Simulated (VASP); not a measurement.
# Pt (Im-3m) in VASP: further runs

The runs below take Pt through relaxation of cell and atoms, single point, with PBEsol, RPBE.

Program: VASP 6.6.1. These are calculated values, not measurements. Logs are shortened: lines on timing, memory, paths and dates and some standing lists are left out, and cuts for length are marked.

### Step 1. Starting point

The structure is cubic, space group Im-3m (No. 229). The conventional cell has a = 3.114 Å, b = 3.114 Å, c = 3.114 Å, α = 90.00°, β = 90.00°, γ = 90.00°. Pt (site symmetry m-3m) has 8 Pt at 2.70 Å as nearest neighbours.

This isn't the form of Pt at room conditions, which is fcc.

### Step 2. Relaxation of cell and atoms, PBEsol

File INCAR:

```
  PREC = Accurate
  ENCUT = 300
  EDIFF = 1E-7
  ISMEAR = 0
  SIGMA = 0.1
  LREAL = F
  LASPH = T
  NELM = 80
  ALGO = Fast
  ISIF = 3
  LWAVE = F
  LCHARG = F
  GGA = PS
  IBRION = 2
  NSW = 90
  EDIFFG = -0.005
```

File KPOINTS:

```
regular mesh
0
Gamma
  18 18 18
```

File POSCAR:

```
Pt
1.0
   -1.5570610900      1.5570610900      1.5570610900
    1.5570610900     -1.5570610900      1.5570610900
    1.5570610900      1.5570610900     -1.5570610900
Pt
1
Direct
    0.0000000000      0.0000000000      0.0000000000
```

Potentials or basis: VASP PAW PBE potentials, release 64 (Pt).

Started as:

```bash
$ cat potpaw_PBE.64/Pt/POTCAR > POTCAR
$ mpirun -np 1 vasp_std > vasp.out
```

OUTCAR:

```text
PREC = Accurate
   ENCUT = 300
   EDIFF = 1E-7
   ISMEAR = 0
   LREAL = F
   LASPH = T
   NELM = 80
   ISIF = 3
   GGA = PS
   IBRION = 2
   NSW = 90
   EDIFFG = -0.005

 ion  position               nearest neighbor table
   1  0.000  0.000  0.000-

  LATTYP: Found a body centered cubic cell.
 ALAT       =     3.1141221800

  Lattice vectors:

 A1 = (  -1.5570610900,   1.5570610900,   1.5570610900)
 A2 = (   1.5570610900,  -1.5570610900,   1.5570610900)
 A3 = (   1.5570610900,   1.5570610900,  -1.5570610900)

Analysis of symmetry for initial positions (statically):
=====================================================================
 Subroutine PRICEL returns:
 Original cell was already a primitive cell.

 Routine SETGRP: Setting up the symmetry group for a
 body centered cubic supercell.

 Subroutine GETGRP returns: Found 48 space group operations
 (whereof 48 operations were pure point group operations)
 out of a pool of 48 trial point group operations.

The static configuration has the point symmetry O_h .

Analysis of symmetry for dynamics (positions and initial velocities):
=====================================================================
 Subroutine PRICEL returns:
 Original cell was already a primitive cell.

 Routine SETGRP: Setting up the symmetry group for a
 body centered cubic supercell.

 Subroutine GETGRP returns: Found 48 space group operations
 (whereof 48 operations were pure point group operations)
 out of a pool of 48 trial point group operations.

The dynamic configuration has the point symmetry O_h .

 Subroutine INISYM returns: Found 48 space group operations
 (whereof 48 operations are pure point group operations),
 and found     1 'primitive' translations

----------------------------------------------------------------------------------------

                                     Primitive cell

  volume of cell :      15.1000

  direct lattice vectors                    reciprocal lattice vectors
    -1.557061090  1.557061090  1.557061090     0.000000000  0.321117780  0.321117780
     1.557061090 -1.557061090  1.557061090     0.321117780  0.000000000  0.321117780
     1.557061090  1.557061090 -1.557061090     0.321117780  0.321117780  0.000000000

  length of vectors
     2.696908918  2.696908918  2.696908918     0.454129119  0.454129119  0.454129119

  position of ions in fractional coordinates (direct lattice)
     0.000000000  0.000000000  0.000000000

  ion indices of the primitive-cell ions
   primitive index   ion index
                 1           1

----------------------------------------------------------------------------------------

 KPOINTS: regular mesh

Automatic generation of k-mesh.
 Grid dimensions read from file:
 generate k-points for:   18   18   18

 Generating k-lattice:

  Cartesian coordinates                     Fractional coordinates (reciprocal lattice)
     0.000000000  0.017839877  0.017839877     0.055555556  0.000000000  0.000000000
     0.017839877  0.000000000  0.017839877     0.000000000  0.055555556  0.000000000
     0.017839877  0.017839877  0.000000000     0.000000000  0.000000000  0.055555556

  Length of vectors
     0.025229396  0.025229396  0.025229396

  Shift w.r.t. Gamma in fractional coordinates (k-lattice)
     0.000000000  0.000000000  0.000000000

 Subroutine IBZKPT returns following result:
 ===========================================

 Found    195 irreducible k-points:

 Following reciprocal coordinates:
            Coordinates               Weight
  0.000000  0.000000  0.000000      1.000000
  0.055556  0.000000  0.000000     12.000000
  0.111111  0.000000  0.000000     12.000000
  0.166667  0.000000  0.000000     12.000000
  0.222222  0.000000  0.000000     12.000000
  0.277778  0.000000  0.000000     12.000000
[... 16 lines left out ...]
  0.333333  0.111111  0.000000     48.000000
  0.388889  0.111111  0.000000     48.000000
 [... further k-points ...]
   k-points           NKPTS =    195   k-points in BZ     NKDIM =    195   number of bands    NBANDS=      9
   number of dos      NEDOS =    301   number of ions     NIONS =      1
   total plane-waves  NPLWV =   4096
   dimension x,y,z NGX =    16 NGY =   16 NGZ =   16
   dimension x,y,z NGXF=    32 NGYF=   32 NGZF=   32
   ions per type =               1
   NGX,Y,Z   is equivalent  to a cutoff of   9.86,  9.86,  9.86 a.u.
   NGXF,Y,Z  is equivalent  to a cutoff of  19.73, 19.73, 19.73 a.u.
 SYSTEM =  unknown system
   PREC   = accura    normal or accurate (medium, high low for compatibility)
   ISTART =      0    job   : 0-new  1-cont  2-samecut
   ICHARG =      2    charge: 1-file 2-atom 10-const
   ISPIN  =      1    spin polarized calculation?
   LNONCOLLINEAR =      F non collinear calculations
   LSORBIT =      F    spin-orbit coupling
   LASPH  =      T    aspherical Exc in radial PAW
   ENCUT  =  300.0 eV  22.05 Ry    4.70 a.u.   3.81  3.81  3.81*2*pi/ulx,y,z
   NELM   =     80;   NELMIN=  2; NELMDL= -5     # of ELM steps
   EDIFF  = 0.1E-06   stopping-criterion for ELM
   LREAL  =      F    real-space projection
   EDIFFG = -.5E-02   stopping-criterion for IOM
   NSW    =     90    number of steps for IOM
   IBRION =      2    ionic relax: 0-MD 1-quasi-New 2-CG
   NFREE  =      1    steps in history (QN), initial steepest desc. (CG)
   ISIF   =      3    stress and relaxation
   ISYM   =      2    0-nonsym 1-usesym 2-fastsym
   POTIM  = 0.5000    time-step for ionic-motion
   TEBEG  =    0.0;   TEEND  =   0.0 temperature during run
   PSTRESS=    0.0 pullay stress
   NELECT =      10.0000    total number of electrons
   NUPDOWN=      -1.0000    fix difference up-down
   EMIN   =  10.00;   EMAX   =-10.00  energy-range for DOS
   EFERMI =   0.00;   METHOD = LEGACY
   ISMEAR =     0;   SIGMA  =   0.10  broadening in eV -4-tet -1-fermi 0-gaus
   EFERMI_NEDOS =   21; number of points for ismear=-14 and -15
   IALGO  =     68    algorithm
   IMIX   =      4    mixing-type and parameters
     AMIX     =   0.40;   BMIX     =  1.00
     AMIX_MAG =   1.60;   BMIX_MAG =  1.00
  volume/ion in A,a.u.               =      15.10       101.90
  Fermi-wavevector in a.u.,A,eV,Ry     =   1.426973  2.696589 27.704901  2.036253
  Thomas-Fermi vector in A             =   2.547193
   LORBIT       =      0    0 simple, 1 ext, 2 COOP (PROOUT), +10 PAW based schemes
   GGA     = PS    functional components
   LHFCALC =     F    Hartree Fock is set to
   AEXX    =    0.0000 exact exchange contribution
   IVDW    =     0    specifies the selected vdW correction
   LEPSILON=     F    determine dielectric tensor
   LRPA    =     F    only Hartree local field effects (RPA)
 conjugate gradient relaxation of ions
 non-spin polarized calculation
 RMM-DIIS sequential band-by-band and
 Gauss-broadening in eV      SIGMA  =   0.10
  energy-cutoff  :      300.00
  volume of cell :       15.10
 maximum number of plane-waves:       189
   NGX =  7   NGY =  7   NGZ =  7

--------------------------------------- Ionic step        1  -------------------------------------------

 number of electron      10.0000000 magnetization

 number of electron       9.9999999 magnetization

 Free energy of the ion-electron system (eV)
  ---------------------------------------------------
  ext. energy  EPLUGINS =         0.00000000
  ---------------------------------------------------
  free energy    TOTEN  =        -6.86588298 eV

  energy without entropy =       -6.86296913  energy(sigma->0) =       -6.86442606

------------------------ aborting loop because EDIFF is reached ----------------------------------------

  FORCE on cell =-STRESS in cart. coord.  units (eV):
  Direction    XX          YY          ZZ          XY          YZ          ZX
  --------------------------------------------------------------------------------------
  -------------------------------------------------------------------------------------
  Total        0.0671965      0.0671965      0.0671965      0.0000000     -0.0000000      0.0000000
  in kB        7.1298476      7.1298476      7.1298476      0.0000000     -0.0000000      0.0000000
  external PRESSURE =       7.1298476 kB  Pullay stress =       0.0000000 kB
[... 55 lines left out ...]
  energy  without entropy=       -6.8622943179  energy(sigma->0) =       -6.86379206

--------------------------------------- Ionic step        3  -------------------------------------------

 number of electron      10.0000000 magnetization

 Free energy of the ion-electron system (eV)
  ---------------------------------------------------
  ext. energy  EPLUGINS =         0.00000000
  ---------------------------------------------------
  free energy    TOTEN  =        -6.86596560 eV

  energy without entropy =       -6.86303126  energy(sigma->0) =       -6.86449843

 E-fermi :  10.8473     XC(G=0): -13.6011

 val. band max:       10.8432904941   @ k =  -0.3889   0.3889   0.2222
 cond. band min:      10.8620511887   @ k =   0.5000   0.0000   0.0000
 fundamental gap:      0.0187606946
 Fermi energy:        10.8472802552

 k-point     1 :       0.0000    0.0000    0.0000
  band No.  band energies     occupation
      1       0.7793      2.00000
      2       7.0770      2.00000
      3       7.0770      2.00000
      4       7.0770      2.00000
      5       9.7555      2.00000
      6       9.7555      2.00000
      7      27.8698      0.00000
      8      27.8698      0.00000
      9      27.8698      0.00000
[... 265 lines left out ...]
 k-point    24 :       0.3889    0.1111    0.0000
  band No.  band energies     occupation
      1       4.1296      2.00000
      2       5.6870      2.00000
      3       8.6961      2.00000
      4       9.5423      2.00000
      5      10.4983      2.00000
      6      13.0512      0.00000
      7      18.0834      0.00000
      8      24.2180      0.00000
      9      26.4444      0.00000

 [... further k-points ...]

------------------------ aborting loop because EDIFF is reached ----------------------------------------

  FORCE on cell =-STRESS in cart. coord.  units (eV):
  Direction    XX          YY          ZZ          XY          YZ          ZX
  --------------------------------------------------------------------------------------
  -------------------------------------------------------------------------------------
  Total       -0.0012981     -0.0012981     -0.0012981      0.0000000      0.0000000      0.0000000
  in kB       -0.1373999     -0.1373999     -0.1373999      0.0000000      0.0000000      0.0000000
  external PRESSURE =      -0.1373999 kB  Pullay stress =       0.0000000 kB
[... 16 lines left out ...]
  FREE ENERGIE OF THE ION-ELECTRON SYSTEM (eV)
  ---------------------------------------------------
  free  energy   TOTEN  =        -6.8659655953 eV

  energy  without entropy=       -6.8630312629  energy(sigma->0) =       -6.86449843

 reached required accuracy - stopping structural energy minimisation
```

It took 12 s on 1 thread of AMD EPYC 9R45 (Zen 5), shared host; peak memory 0.09 GiB.

Results:

| Quantity | Value |
| --- | --- |
| Free energy | -6.8660 eV |
| Relaxed volume | 15.14 Å³/atom |
| Relaxed cell | a = 2.699 Å, b = 2.699 Å, c = 2.699 Å, α = 109.47°, β = 109.47°, γ = 109.47° |
| Space group after relaxing (to 0.05 Å) | Im-3m (No. 229) |
| Energy gained by relaxing | 0.1 meV/atom |
| Ionic steps | 3 |
| Pressure after relaxing | 0.0 GPa |
| Band gap on the k mesh | none (metal or under the smearing width) |

Final structure:
```
Pt
1.0
    -1.55832    1.55832    1.55832
     1.55832   -1.55832    1.55832
     1.55832    1.55832   -1.55832
Pt
1
Direct
  0.00000 0.00000 0.00000
```

Levels at points of the mesh, in eV from the Fermi level:
```tsv
k point	band 1	band 2	band 3	band 4	band 5	band 6	band 7	band 8	band 9
(0.00, 0.00, 0.00)	-10.07	-3.77	-3.77	-3.77	-1.09	-1.09	17.02	17.02	17.02
(0.50, 0.00, 0.00)	-7.06	-5.30	-1.28	-0.73	0.01	1.11	6.59	13.19	16.12
(0.50, 0.50, 0.50)	-6.56	-6.56	0.54	0.54	0.54	7.65	7.65	7.65	13.30
```

Caveat: the PAW data sets were made with another functional, which shifts forces and pressure a little.

### Step 3. Relaxation of cell and atoms, PBEsol

Edit INCAR of step 2 so:

```diff
@@ -1,3 +1,3 @@
   PREC = Accurate
-  ENCUT = 300
+  ENCUT = 600
   EDIFF = 1E-7
```

File KPOINTS:

```
regular mesh
0
Gamma
  6 6 6
```

POSCAR is that of step 2.

Potentials or basis: VASP PAW PBE potentials, release 64 (Pt).

Started as:

```bash
$ cat potpaw_PBE.64/Pt/POTCAR > POTCAR
$ mpirun -np 1 vasp_std > vasp.out
```

Run time: 6.1 s. Hardware: 1 thread of AMD EPYC 9R45 (Zen 5), shared host; peak memory 0.12 GiB.

Results (log left out):

```yaml
Free_energy: -6.8475 eV
Relaxed_volume: 15.24 Å³/atom
Relaxed_cell: a = 2.705 Å, b = 2.705 Å, c = 2.705 Å, α = 109.47°, β = 109.47°, γ = 109.47°
Space_group_after_relaxing_to_0.05_Å: Im-3m (No. 229)
Energy_gained_by_relaxing: 1.1 meV/atom
Ionic_steps: 3
Pressure_after_relaxing: 0.0 GPa
Band_gap_on_the_k_mesh: none (metal or under the smearing width)
```

Step by step:
```
step  energy change (eV)  largest force (eV/Å)  pressure (GPa)  volume (Å³)
   1              0.0000                0.0000            2.55        15.10
   2              0.0074                0.0000           -6.63        15.63
   3             -0.0011                0.0000           -0.05        15.24
```

Final structure:
```
Pt
1.0
    -1.56173    1.56173    1.56173
     1.56173   -1.56173    1.56173
     1.56173    1.56173   -1.56173
Pt
1
Direct
  0.00000 0.00000 0.00000
```

Levels at points of the mesh, in eV from the Fermi level:
| k point | band 1 | band 2 | band 3 | band 4 | band 5 | band 6 | band 7 | band 8 | band 9 |
| --- | --- | --- | --- | --- | --- | --- | --- | --- | --- |
| (0.00, 0.00, 0.00) | -9.74 | -3.43 | -3.43 | -3.43 | -0.80 | -0.80 | 17.27 | 17.27 | 17.27 |
| (0.50, 0.00, 0.00) | -6.72 | -4.95 | -0.98 | -0.44 | 0.29 | 1.40 | 6.82 | 13.43 | 16.34 |
| (0.50, 0.50, 0.50) | -6.22 | -6.22 | 0.84 | 0.84 | 0.84 | 7.90 | 7.90 | 7.90 | 13.47 |

Caveat: the k mesh is coarse (spacing up to 0.48 Å⁻¹), so the values aren't converged; the PAW data sets were made with another functional, which shifts forces and pressure a little. Spin-orbit coupling is left out, which matters for the levels of Pt.

### Step 4. Single point, PBEsol

File INCAR:

```
  PREC = Accurate
  ENCUT = 520
  EDIFF = 1E-6
  ISMEAR = 0
  SIGMA = 0.1
  LREAL = F
  LASPH = T
  NELM = 80
  ALGO = Fast
  ISIF = 2
  LWAVE = F
  LCHARG = F
  GGA = PS
  NBANDS = 11
```

File KPOINTS:

```
regular mesh
0
Gamma
  18 18 18
```

POSCAR is that of step 3.

Potentials or basis: VASP PAW PBE potentials, release 64 (Pt).

Started as:

```bash
$ cat potpaw_PBE.64/Pt/POTCAR > POTCAR
$ mpirun -np 1 vasp_std > vasp.out
```

OUTCAR:

```text
PREC = Accurate
   ENCUT = 520
   EDIFF = 1E-6
   ISMEAR = 0
   LREAL = F
   LASPH = T
   NELM = 80
   ISIF = 2
   GGA = PS

 ion  position               nearest neighbor table
   1  0.000  0.000  0.000-

  LATTYP: Found a body centered cubic cell.
 ALAT       =     3.1141221800

  Lattice vectors:

 A1 = (  -1.5570610900,   1.5570610900,   1.5570610900)
 A2 = (   1.5570610900,  -1.5570610900,   1.5570610900)
[... 517 lines left out ...]
      9      26.5139      0.00000
     10      34.6641      0.00000
     11      35.6955      0.00000

 [... further k-points ...]

------------------------ aborting loop because EDIFF is reached ----------------------------------------

  FORCE on cell =-STRESS in cart. coord.  units (eV):
  Direction    XX          YY          ZZ          XY          YZ          ZX
  --------------------------------------------------------------------------------------
  -------------------------------------------------------------------------------------
  Total        0.1365497      0.1365497      0.1365497      0.0000000     -0.0000000      0.0000000
  in kB       14.4885365     14.4885365     14.4885365      0.0000000     -0.0000000      0.0000000
  external PRESSURE =      14.4885365 kB  Pullay stress =       0.0000000 kB

 VOLUME and BASIS-vectors are now :
 -----------------------------------------------------------------------------
  energy-cutoff  :      520.00
  volume of cell :       15.10
      direct lattice vectors                 reciprocal lattice vectors
    -1.557061090  1.557061090  1.557061090     0.000000000  0.321117780  0.321117780
     1.557061090 -1.557061090  1.557061090     0.321117780  0.000000000  0.321117780
     1.557061090  1.557061090 -1.557061090     0.321117780  0.321117780  0.000000000

 POSITION                                       TOTAL-FORCE (eV/Angst)
 -----------------------------------------------------------------------------------
      0.00000      0.00000      0.00000        -0.000000      0.000000     -0.000000
 -----------------------------------------------------------------------------------
    total drift:                                0.000000     -0.000000      0.000000

  FREE ENERGIE OF THE ION-ELECTRON SYSTEM (eV)
  ---------------------------------------------------
  free  energy   TOTEN  =        -6.8578790625 eV

  energy  without entropy=       -6.8549615769  energy(sigma->0) =       -6.85642032
```

OSZICAR:

```text
N       E                     dE             d eps       ncg     rms          rms(c)
DAV:   1     0.397983965340E+02    0.39798E+02   -0.54022E+03  4370   0.847E+02
DAV:   2    -0.665840369080E+01   -0.46457E+02   -0.44541E+02  4881   0.178E+02
DAV:   3    -0.728672600685E+01   -0.62832E+00   -0.62619E+00  5014   0.196E+01
DAV:   4    -0.728912934670E+01   -0.24033E-02   -0.24032E-02  4994   0.142E+00
DAV:   5    -0.728914801437E+01   -0.18668E-04   -0.18669E-04  5064   0.116E-01    0.129E+01
RMM:   6    -0.690499098862E+01    0.38416E+00   -0.36387E-01  4315   0.509E+00    0.661E+00
RMM:   7    -0.686184283382E+01    0.43148E-01   -0.72356E-02  4514   0.242E+00    0.244E+00
RMM:   8    -0.685821641040E+01    0.36264E-02   -0.87286E-03  4677   0.847E-01    0.643E-01
RMM:   9    -0.685786241567E+01    0.35399E-03   -0.97649E-04  4966   0.271E-01    0.458E-02
RMM:  10    -0.685787830243E+01   -0.15887E-04   -0.14559E-04  5018   0.928E-02    0.510E-02
RMM:  11    -0.685787997733E+01   -0.16749E-05   -0.20391E-05  5086   0.324E-02    0.299E-02
RMM:  12    -0.685787906251E+01    0.91482E-06   -0.88916E-06  4814   0.237E-02
   1 F= -.68578791E+01 E0= -.68564203E+01  d E =-.291749E-02
```

It took 11 s on 1 thread of AMD EPYC 9R45 (Zen 5), shared host; peak memory 0.12 GiB.

What came out:

| Quantity | Value |
| --- | --- |
| Free energy | -6.8579 eV |
| Pressure | 1.4 GPa |
| Band gap on the k mesh | none (metal or under the smearing width) |

Caveat: the PAW data sets were made with another functional, which shifts forces and pressure a little. The run has no spin-orbit coupling, so splittings on Pt are missing.

### Step 5. Relaxation of cell and atoms, PBEsol

File INCAR:

```
  PREC = Accurate
  ENCUT = 580
  EDIFF = 1E-7
  ISMEAR = 0
  SIGMA = 0.1
  LREAL = F
  LASPH = T
  NELM = 80
  ALGO = Fast
  ISIF = 3
  LWAVE = F
  LCHARG = F
  GGA = PS
  IBRION = 2
  NSW = 90
  EDIFFG = -0.005
```

KPOINTS is that of step 4.

POSCAR is that of step 4.

Started as:

```bash
$ cat potpaw_PBE.64/Pt/POTCAR > POTCAR
$ mpirun -np 1 vasp_std > vasp.out
```

It took 39 s on 1 thread of AMD EPYC 9R45 (Zen 5), shared host; peak memory 0.14 GiB.

Results (log left out):

```
Free energy                            : -6.8582 eV
Relaxed volume                         : 15.18 Å³/atom
Relaxed cell                           : a = 2.702 Å, b = 2.702 Å, c = 2.702 Å, α = 109.47°, β = 109.47°, γ = 109.47°
Space group after relaxing (to 0.05 Å) : Im-3m (No. 229)
Energy gained by relaxing              : 0.4 meV/atom
Ionic steps                            : 3
Pressure after relaxing                : 0.0 GPa
Band gap on the k mesh                 : none (metal or under the smearing width)
```

Step by step:
```csv
step,energy change (eV),largest force (eV/Å),pressure (GPa),volume (Å³)
1,0.0000,0.0000,1.55,15.10
2,0.0029,0.0000,-4.23,15.42
3,-0.0004,0.0000,0.02,15.18
```

Final structure:
```yaml
crystal:
  lattice:
    - [-1.55983, 1.55983, 1.55983]
    - [1.55983, -1.55983, 1.55983]
    - [1.55983, 1.55983, -1.55983]
  atoms:
    - { symbol: Pt, position: [0.00000, 0.00000, 0.00000] }
```

Levels at points of the mesh, in eV from the Fermi level:
```
           k point  band 2  band 3  band 4  band 5  band 6  band 7  band 8  band 9
(0.00, 0.00, 0.00)   -3.75   -3.75   -3.75   -1.09   -1.09   17.03   17.03   17.03
(0.50, 0.00, 0.00)   -5.28   -1.28   -0.73    0.03    1.10    6.57   13.20   16.10
(0.50, 0.50, 0.50)   -6.53    0.53    0.53    0.53    7.66    7.66    7.66   13.27
```

Caveat: the PAW data sets were made with another functional, which shifts forces and pressure a little. Spin-orbit coupling is left out, which matters for the levels of Pt.

(Part 1 of 2 ends here.)
